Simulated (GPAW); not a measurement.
# BP (F-43m) in GPAW: settings compared

Aim: see how the results for BP move with the level of theory and the settings. Levels: PBE, PBEsol+D3. Tasks: band structure, phonons.

Program: GPAW 26.7.0. These are calculated values, not measurements. Logs are shortened: lines on timing, memory, paths and dates and some standing lists are left out, and cuts for length are marked. The log counts tension as positive stress, the text compression.

## Step 1: The crystal as given

The structure is cubic, space group F-43m (No. 216). Conventional cell: a = 4.538 Å, b = 4.538 Å, c = 4.538 Å, α = 90.00°, β = 90.00°, γ = 90.00°. P (site symmetry -43m) has 4 B at 1.97 Å as nearest neighbours. B (site symmetry -43m) is surrounded by 4 P at 1.97 Å.

## Step 2: Band structure, PBE

run.py

```python
from ase.dft.bandgap import bandgap
from ase.io import read, write
from gpaw import GPAW

atoms = read('POSCAR')

calc = GPAW(mode='lcao',
            h=0.16,
            basis='szp(dzp)',
            xc='PBE',
            kpts={'size': (10, 10, 10), 'gamma': True},
            occupations={'name': 'fermi-dirac', 'width': 0.05},
            convergence={'density': 1e-05, 'energy': 1e-05},
            maxiter=150,
            txt='gpaw.txt')
atoms.calc = calc
energy = atoms.get_potential_energy()
forces = atoms.get_forces()
calc.write('gs.gpw')
write('result.traj', atoms)
print(f'Energy: {energy:.6f} eV')
print('Forces (eV/A):')
print(forces.round(4))
print('Fermi level:', round(calc.get_fermi_level(), 4), 'eV')
print(f'Gap: {bandgap(calc)[0]:.4f} eV, direct: {bandgap(calc, direct=True)[0]:.4f} eV')

path = atoms.cell.bandpath('GXWKGLUWLK,UX', npoints=80, eps=1e-4)
bs_calc = calc.fixed_density(kpts=path, symmetry='off', txt='bands.txt')
bs = bs_calc.band_structure()
bs.write('bs.json')
print(f'Gap on the path: {bandgap(bs_calc)[0]:.4f} eV')
```

POSCAR

```
BP
1.0
    0.0000000000      2.2690000000      2.2690000000
    2.2690000000      0.0000000000      2.2690000000
    2.2690000000      2.2690000000      0.0000000000
P B
1 1
Direct
    0.7500000000      0.7500000000      0.7500000000
    0.0000000000      0.0000000000      0.0000000000
```

Potentials or basis: GPAW PAW data sets (gpaw-data 1.2.1), lcao:szp(dzp).

Started as:

```sh
> OMP_NUM_THREADS=1 python run.py
```

gpaw.txt:

```text
__  _  _
 | _ |_)|_||  |
 |__||  | ||/\| - 26.7.0

Input parameters:
  mode=LCAO(),
  basis={'default': 'szp(dzp)'},
  convergence={'density': 1e-05, 'energy': 1e-05},
  h=0.16,
  kpts=MonkhorstPack(size=(10, 10, 10), gamma=True),
  maxiter=150,
  occupations=Occupations(name='fermi-dirac', width=0.05),
  xc=XC(name='PBE')

                  P

       B

Atoms  # Å, Bohr magnetons
|   | symbol |        x |        y |        z |    initial magnetic moments |
|---|--------|----------|----------|----------|-----------------------------|
| 0 |      P | 3.403500 | 3.403500 | 3.403500 | ( 0.0000,  0.0000,  0.0000) |
| 1 |      B | 0.000000 | 0.000000 | 0.000000 | ( 0.0000,  0.0000,  0.0000) |

Unit cell  # Å
| periodic |        x |        y |        z |  lengths |    angles |
|----------|----------|----------|----------|----------|-----------|
|      yes | 0.000000 | 2.269000 | 2.269000 | 3.208851 | 60.000000 |
|      yes | 2.269000 | 0.000000 | 2.269000 | 3.208851 | 60.000000 |
|      yes | 2.269000 | 2.269000 | 0.000000 | 3.208851 | 60.000000 |

Number of symmetries: 24
Symmetry operations  # r_c * U_cc + t_c -> r_c
|    | kind |            matrix            |
|----|------|------------------------------|
|  0 |  E   |  1, 0, 0,  0, 1, 0,  0, 0, 1 |
|  1 |  σ   |  1, 0, 0,  0, 0, 1,  0, 1, 0 |
|  2 |  σ   |  1, 0,-1,  0, 1,-1,  0, 0,-1 |
|  3 |  C3  |  1, 0,-1,  0, 0,-1,  0, 1,-1 |
|  4 |  C3  |  1,-1, 0,  0,-1, 1,  0,-1, 0 |
|  5 |  σ   |  1,-1, 0,  0,-1, 0,  0,-1, 1 |
|  6 |  σ   |  0, 1, 0,  1, 0, 0,  0, 0, 1 |
|  7 |  C3  |  0, 1, 0,  0, 0, 1,  1, 0, 0 |
|  8 |  C2  |  0, 1,-1,  1, 0,-1,  0, 0,-1 |
|  9 |  S4  |  0, 1,-1,  0, 0,-1,  1, 0,-1 |
| 10 |  C3  |  0, 0, 1,  1, 0, 0,  0, 1, 0 |
| 11 |  σ   |  0, 0, 1,  0, 1, 0,  1, 0, 0 |
| 12 |  S4  |  0, 0,-1,  1, 0,-1,  0, 1,-1 |
| 13 |  C3  |  0, 0,-1,  0, 1,-1,  1, 0,-1 |
| 14 |  S4  |  0,-1, 1,  1,-1, 0,  0,-1, 0 |
| 15 |  C2  |  0,-1, 1,  0,-1, 0,  1,-1, 0 |
| 16 |  C3  |  0,-1, 0,  1,-1, 0,  0,-1, 1 |
| 17 |  S4  |  0,-1, 0,  0,-1, 1,  1,-1, 0 |
| 18 |  S4  | -1, 1, 0, -1, 0, 1, -1, 0, 0 |
| 19 |  C3  | -1, 1, 0, -1, 0, 0, -1, 0, 1 |
| 20 |  C3  | -1, 0, 1, -1, 1, 0, -1, 0, 0 |
| 21 |  S4  | -1, 0, 1, -1, 0, 0, -1, 1, 0 |
| 22 |  σ   | -1, 0, 0, -1, 1, 0, -1, 0, 1 |
| 23 |  C2  | -1, 0, 0, -1, 0, 1, -1, 1, 0 |

BZ-sampling:
  Number of BZ points: 1000
  Number of IBZ points: 47

  Monkhorst-Pack size: [10, 10, 10]
  Monkhorst-Pack shift: [0.05, 0.05, 0.05]

K-points  # in reciprocal-cell coordinates
|     |                                coordinates |     weight |
|-----|--------------------------------------------|------------|
|   0 | (  0.00000000,   0.00000000,   0.00000000) | 0.00100000 |
|   1 | (  0.10000000,   0.10000000,   0.00000000) | 0.00600000 |
|   2 | (  0.10000000,   0.10000000,   0.10000000) | 0.00800000 |
|   3 | (  0.20000000,   0.10000000,   0.10000000) | 0.01200000 |
|   4 | (  0.20000000,   0.20000000,   0.00000000) | 0.00600000 |
|   5 | (  0.20000000,   0.20000000,   0.10000000) | 0.02400000 |
|   6 | (  0.20000000,   0.20000000,   0.20000000) | 0.00800000 |
|   7 | (  0.30000000,   0.20000000,   0.10000000) | 0.02400000 |
|   8 | (  0.30000000,   0.20000000,   0.20000000) | 0.02400000 |
|   9 | (  0.30000000,   0.30000000,   0.00000000) | 0.00600000 |
| ... |                                            |            |
|  46 | (  0.50000000,   0.50000000,   0.50000000) | 0.00400000 |

basis functions: 18
Spin-components: 1 (collinear spins)
Bands:           8
Projectors:      10
Spin-degeneracy: 2
Datatype:        <class 'complex'>

Parallelization:
  kpt:    1
  domain: 1
  band:   1

Density:
  Valence electrons: 8.0
  Components: 1
  Grid points: [16 16 16]
  Charge: 0.0  # |e|

Potential:
  Grid points: [16 16 16]

species:
  P:
    name:    Phosphorus
    Z:       15.0
    valence: 5
    core:    10
    charge:  0.0  # [|e|]
    compensation charges:
      type: gauss
      rc: 0.30  # [Å]
      lmax: 2
    cutoffs:
      filter: 1.69  # [Å]
      core: 1.81  # [Å]
    projectors
    | kind |    occ | energy [eV] | rcut [Å] |
    |------|--------|-------------|----------|
    |   3s |  2.000 |     -13.968 |    0.953 |
    |   3p |  3.000 |      -5.506 |    0.953 |
    |    s |        |      13.244 |    0.953 |
    |    p |        |      21.705 |    0.953 |
    |    d |        |       0.000 |    0.953 |

    LCAO basis set for P:
      Name: szp(dzp)
      File: <dir>
      Number of radial functions: 3
      Number of spherical harmonics: 9
        l=0, rc=6.0938 Bohr: 3s-sz confined orbital
        l=1, rc=7.7031 Bohr: 3p-sz confined orbital
        l=2, rc=7.7031 Bohr: d-type Gaussian polarization
      Number of RI-basis functions 0

  B:
    name:    Boron
    Z:       5.0
    valence: 3
    core:    2
    charge:  0.0  # [|e|]
    compensation charges:
      type: gauss
      rc: 0.20  # [Å]
      lmax: 2
    cutoffs:
      filter: 1.14  # [Å]
      core: 1.38  # [Å]
    projectors
    | kind |    occ | energy [eV] | rcut [Å] |
    |------|--------|-------------|----------|
    |   2s |  2.000 |      -9.443 |    0.635 |
    |   2p |  1.000 |      -3.606 |    0.635 |
    |    s |        |      17.768 |    0.635 |
    |    p |        |      23.605 |    0.635 |
    |    d |        |       0.000 |    0.635 |

    LCAO basis set for B:
      Name: szp(dzp)
      File: <dir>
      Number of radial functions: 3
      Number of spherical harmonics: 9
        l=0, rc=6.6719 Bohr: 2s-sz confined orbital
        l=1, rc=8.2188 Bohr: 2p-sz confined orbital
        l=2, rc=8.2188 Bohr: d-type Gaussian polarization
      Number of RI-basis functions 0

Reference energy: -9972.403226  # eV

eigensolver:
  <gpaw.new.lcao.eigensolver.LCAOEigensolver object>
density mixing:
  MSR1-Mixer
  Pratt-step length: 0.05
  Maximum mixing coefficient: 0.75
  Old densities: 10
  SVD Regularization: 0.005
  Good broyden scale: 1.0
  Trust region scale: 1.0
  Backstep threshold: 4.0
  History deletion threshold: 6.0
  Fourier metric: weight=20.0, sigma=0.015

occupation numbers:
  Fermi-Dirac:
    width: 0.0500  # eV

FastPoissonSolver using
    Stencil: 12*3+1=37 point O(h^6) finite-difference Laplacian
    FFT axes: [np.int64(0), np.int64(1), np.int64(2)]
    FST axes: []

xc functional:
  name: PBE with 2 nearest neighbor stencil
interpolation: tri-quintic # 5. degree polynomial

                  P

       B

Atoms  # Å, Bohr magnetons
|   | symbol |        x |        y |        z |    initial magnetic moments |
|---|--------|----------|----------|----------|-----------------------------|
| 0 |      P | 3.403500 | 3.403500 | 3.403500 | ( 0.0000,  0.0000,  0.0000) |
| 1 |      B | 0.000000 | 0.000000 | 0.000000 | ( 0.0000,  0.0000,  0.0000) |

Unit cell  # Å
| periodic |        x |        y |        z |  lengths |    angles |
|----------|----------|----------|----------|----------|-----------|
|      yes | 0.000000 | 2.269000 | 2.269000 | 3.208851 | 60.000000 |
|      yes | 2.269000 | 0.000000 | 2.269000 | 3.208851 | 60.000000 |
|      yes | 2.269000 | 2.269000 | 0.000000 | 3.208851 | 60.000000 |

Number of symmetries: 24
Symmetry operations  # r_c * U_cc + t_c -> r_c
|    | kind |            matrix            |
|----|------|------------------------------|
|  0 |  E   |  1, 0, 0,  0, 1, 0,  0, 0, 1 |
|  1 |  σ   |  1, 0, 0,  0, 0, 1,  0, 1, 0 |
|  2 |  σ   |  1, 0,-1,  0, 1,-1,  0, 0,-1 |
|  3 |  C3  |  1, 0,-1,  0, 0,-1,  0, 1,-1 |
|  4 |  C3  |  1,-1, 0,  0,-1, 1,  0,-1, 0 |
|  5 |  σ   |  1,-1, 0,  0,-1, 0,  0,-1, 1 |
|  6 |  σ   |  0, 1, 0,  1, 0, 0,  0, 0, 1 |
|  7 |  C3  |  0, 1, 0,  0, 0, 1,  1, 0, 0 |
|  8 |  C2  |  0, 1,-1,  1, 0,-1,  0, 0,-1 |
|  9 |  S4  |  0, 1,-1,  0, 0,-1,  1, 0,-1 |
| 10 |  C3  |  0, 0, 1,  1, 0, 0,  0, 1, 0 |
| 11 |  σ   |  0, 0, 1,  0, 1, 0,  1, 0, 0 |
| 12 |  S4  |  0, 0,-1,  1, 0,-1,  0, 1,-1 |
| 13 |  C3  |  0, 0,-1,  0, 1,-1,  1, 0,-1 |
| 14 |  S4  |  0,-1, 1,  1,-1, 0,  0,-1, 0 |
| 15 |  C2  |  0,-1, 1,  0,-1, 0,  1,-1, 0 |
| 16 |  C3  |  0,-1, 0,  1,-1, 0,  0,-1, 1 |
| 17 |  S4  |  0,-1, 0,  0,-1, 1,  1,-1, 0 |
| 18 |  S4  | -1, 1, 0, -1, 0, 1, -1, 0, 0 |
| 19 |  C3  | -1, 1, 0, -1, 0, 0, -1, 0, 1 |
| 20 |  C3  | -1, 0, 1, -1, 1, 0, -1, 0, 0 |
| 21 |  S4  | -1, 0, 1, -1, 0, 0, -1, 1, 0 |
| 22 |  σ   | -1, 0, 0, -1, 1, 0, -1, 0, 1 |
| 23 |  C2  | -1, 0, 0, -1, 0, 1, -1, 1, 0 |

BZ-sampling:
  Number of BZ points: 1000
  Number of IBZ points: 47

  Monkhorst-Pack size: [10, 10, 10]
  Monkhorst-Pack shift: [0.05, 0.05, 0.05]

K-points  # in reciprocal-cell coordinates
|     |                                coordinates |     weight |
|-----|--------------------------------------------|------------|
|   0 | (  0.00000000,   0.00000000,   0.00000000) | 0.00100000 |
|   1 | (  0.10000000,   0.10000000,   0.00000000) | 0.00600000 |
|   2 | (  0.10000000,   0.10000000,   0.10000000) | 0.00800000 |
|   3 | (  0.20000000,   0.10000000,   0.10000000) | 0.01200000 |
|   4 | (  0.20000000,   0.20000000,   0.00000000) | 0.00600000 |
|   5 | (  0.20000000,   0.20000000,   0.10000000) | 0.02400000 |
|   6 | (  0.20000000,   0.20000000,   0.20000000) | 0.00800000 |
|   7 | (  0.30000000,   0.20000000,   0.10000000) | 0.02400000 |
|   8 | (  0.30000000,   0.20000000,   0.20000000) | 0.02400000 |
|   9 | (  0.30000000,   0.30000000,   0.00000000) | 0.00600000 |
| ... |                                            |            |
|  46 | (  0.50000000,   0.50000000,   0.50000000) | 0.00400000 |

basis functions: 18
Spin-components: 1 (collinear spins)
Bands:           8
Projectors:      10
Spin-degeneracy: 2
Datatype:        <class 'complex'>

Parallelization:
  kpt:    1
  domain: 1
  band:   1

Density:
  Valence electrons: 8.0
  Components: 1
  Grid points: [16 16 16]
  Charge: 0.0  # |e|

Potential:
  Grid points: [16 16 16]

species:
  P:
    name:    Phosphorus
    Z:       15.0
    valence: 5
    core:    10
    charge:  0.0  # [|e|]
    compensation charges:
      type: gauss
      rc: 0.30  # [Å]
      lmax: 2
    cutoffs:
      filter: 1.69  # [Å]
      core: 1.81  # [Å]
    projectors
    | kind |    occ | energy [eV] | rcut [Å] |
    |------|--------|-------------|----------|
    |   3s |  2.000 |     -13.968 |    0.953 |
    |   3p |  3.000 |      -5.506 |    0.953 |
    |    s |        |      13.244 |    0.953 |
    |    p |        |      21.705 |    0.953 |
    |    d |        |       0.000 |    0.953 |

    LCAO basis set for P:
      Name: szp(dzp)
      File: <dir>
      Number of radial functions: 3
      Number of spherical harmonics: 9
        l=0, rc=6.0938 Bohr: 3s-sz confined orbital
        l=1, rc=7.7031 Bohr: 3p-sz confined orbital
        l=2, rc=7.7031 Bohr: d-type Gaussian polarization
      Number of RI-basis functions 0

  B:
    name:    Boron
    Z:       5.0
    valence: 3
    core:    2
    charge:  0.0  # [|e|]
    compensation charges:
      type: gauss
      rc: 0.20  # [Å]
      lmax: 2
    cutoffs:
      filter: 1.14  # [Å]
      core: 1.38  # [Å]
    projectors
    | kind |    occ | energy [eV] | rcut [Å] |
    |------|--------|-------------|----------|
    |   2s |  2.000 |      -9.443 |    0.635 |
    |   2p |  1.000 |      -3.606 |    0.635 |
    |    s |        |      17.768 |    0.635 |
    |    p |        |      23.605 |    0.635 |
    |    d |        |       0.000 |    0.635 |

    LCAO basis set for B:
      Name: szp(dzp)
      File: <dir>
      Number of radial functions: 3
      Number of spherical harmonics: 9
        l=0, rc=6.6719 Bohr: 2s-sz confined orbital
        l=1, rc=8.2188 Bohr: 2p-sz confined orbital
        l=2, rc=8.2188 Bohr: d-type Gaussian polarization
      Number of RI-basis functions 0

Reference energy: -9972.403226  # eV

eigensolver:
  <gpaw.new.lcao.eigensolver.LCAOEigensolver object>
density mixing:
  MSR1-Mixer
  Pratt-step length: 0.05
  Maximum mixing coefficient: 0.75
  Old densities: 10
  SVD Regularization: 0.005
  Good broyden scale: 1.0
  Trust region scale: 1.0
  Backstep threshold: 4.0
  History deletion threshold: 6.0
  Fourier metric: weight=20.0, sigma=0.015

occupation numbers:
  Fermi-Dirac:
    width: 0.0500  # eV

FastPoissonSolver using
    Stencil: 12*3+1=37 point O(h^6) finite-difference Laplacian
    FFT axes: [np.int64(0), np.int64(1), np.int64(2)]
    FST axes: []

xc functional:
  name: PBE with 2 nearest neighbor stencil
interpolation: tri-quintic # 5. degree polynomial

convergence criteria:
- Maximum integral of absolute [dens]ity change: 1e-05 electrons / valence electron
- Maximum [total energy] change in last 3 cyles: 1e-05 eV / valence electron
- Maximum integral of absolute [eigenst]ate change: 4e-08 eV^2 / valence electron
maximum number of iterations: 150

SCF iterations
|iter     | |      energy | eigst |  dens |
|---------|-|-------------|-------|-------|
|iter:   1| |  -12.417464 |      c|       |
|iter:   2| |  -12.349554 |      c| -0.84 |
|iter:   3| |  -12.104555 |      c| -0.88 |
|iter:   4| |  -12.106600 |      c| -1.54 |
|iter:   5| |  -12.106942 |      c| -1.96 |
|iter:   6| |  -12.106942 |      c| -3.67 |
|iter:   7| |  -12.106942c|      c| -4.10 |
|iter:   8| |  -12.106942c|      c| -5.62c|

Converged in 8 steps
Energy contributions relative to reference atoms: (reference = -9972.403226)

Energy contributions:
  Kinetic:          -2.153439
  Coulomb:           2.701970
  Zero:              0.011846
  External:          0.000000
  Xc:              -12.667319
  Entropy:          -0.000000
  Spinorbit:         0.000000
  ----------------------------
  Free energy:     -12.106942
  Extrapolated:    -12.106942

dipole moment: (-3.158397, -3.158397, -3.158397)  # |e|*Ang

Fermi level: 8.671
Eigenvalues  # (at kpt = [0.000, 0.000, 0.000])
| band index |      eig [eV] | occ [0-2] |
|------------|---------------|-----------|
|          0 |        -7.509 |     2.000 |
|          1 |         7.791 |     2.000 |
|          2 |         7.792 |     2.000 |
|          3 |         7.792 |     2.000 |
|          4 |        11.429 |     0.000 |
|          5 |        11.429 |     0.000 |
|          6 |        11.429 |     0.000 |
|          7 |        15.473 |     0.000 |

Gap: 1.856 eV
Transition (v -> c):
  (s=0, k=0, n=3, [0.00, 0.00, 0.00]) -> (s=0, k=24, n=4, [0.40, 0.40, 0.00])
Direct/indirect transitions are different
Direct gap: 3.637 eV
Transition at: (s=0, k=0, n=3, [0.00, 0.00, 0.00])

Forces  # eV/Ang
|        x |        y |        z |
|----------|----------|----------|
| -0.00000 | -0.00000 | -0.00000 |  # P    0
| -0.00000 | -0.00000 | -0.00000 |  # B    1

# Writing to gs.gpw (mode='')
```

Wall time 97 s (1 thread of Arm Neoverse V1, shared host); peak memory 0.16 GiB.

The run converged, but some of its settings lie outside the range that counts as converged, so its numbers aren't taken as properties of the crystal.

What came out:

| Item | Value |
| --- | --- |
| Free energy | -12.1069 eV |
| Band gap on the k mesh | 1.86 eV, indirect (least direct gap 3.64 eV) |
| Band gap along the path | 1.84 eV, indirect (least direct gap 3.64 eV) |

Caveat: the real-space grid adds noise to forces; the basis of atomic orbitals isn't converged, which shifts pressures, moduli and gaps.

(Continued in part 2 of 2.)
